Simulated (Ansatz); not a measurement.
The system is C.

```
CELL_PARAMETERS angstrom
0.00000 1.78337 1.78337
1.78337 0.00000 1.78337
1.78337 1.78337 0.00000
ATOMIC_POSITIONS crystal
C 0.75000 0.75000 0.75000
C 0.50000 0.50000 0.50000
```

This isn't the form of C at room conditions, which is graphite.

| Quantity | Value |
| --- | --- |
| Program | Ansatz 0.2.0 |
| Task | relaxation of cell and atoms |
| Functional | RPBE |
| Dispersion | D3(BJ) |
| Potentials or basis | all-electron LAPW, scalar-relativistic |
| Basis error allowed | 0.001 eV/atom |
| k mesh | 13 × 13 × 13 |
| Occupations | fermi-dirac, width 0.05 eV |
| Spin | no spin polarisation |

At the start: volume 5.67 Å³/atom.

Question: Where does the relaxation end?

Answer: Over 5 steps the energy falls by 4.8 meV/atom and the volume is 5.53 Å³/atom (-2.5 %); space group Fd-3m (No. 227, to 0.05 Å).

The path:
| step | energy change (eV) | largest force (eV/Å) | volume (Å³) |
| --- | --- | --- | --- |
| 1 | 0.0000 | 0.0000 | 11.34 |
| 2 | -0.0079 | 0.0000 | 11.18 |
| 3 | -0.0095 | 0.0000 | 11.06 |
| 4 | -0.0095 | 0.0000 | 11.07 |
| 5 | -0.0095 | 0.0000 | 11.07 |

Final structure:
```cif
data_structure
_symmetry_space_group_name_H-M 'P 1'
_symmetry_Int_Tables_number 1
_cell_length_a 2.5013
_cell_length_b 2.5013
_cell_length_c 2.5013
_cell_angle_alpha 60.000
_cell_angle_beta 60.000
_cell_angle_gamma 60.000
_cell_volume 11.07
loop_
_atom_site_label
_atom_site_type_symbol
_atom_site_fract_x
_atom_site_fract_y
_atom_site_fract_z
_atom_site_occupancy
C1 C 0.75000 0.75000 0.75000 1
C2 C 0.50000 0.50000 0.50000 1
```

The cell as given is a measured one (5.67 Å³/atom); RPBE+D3(BJ) puts the equilibrium volume -2.5 % from it, thermal expansion not counted.
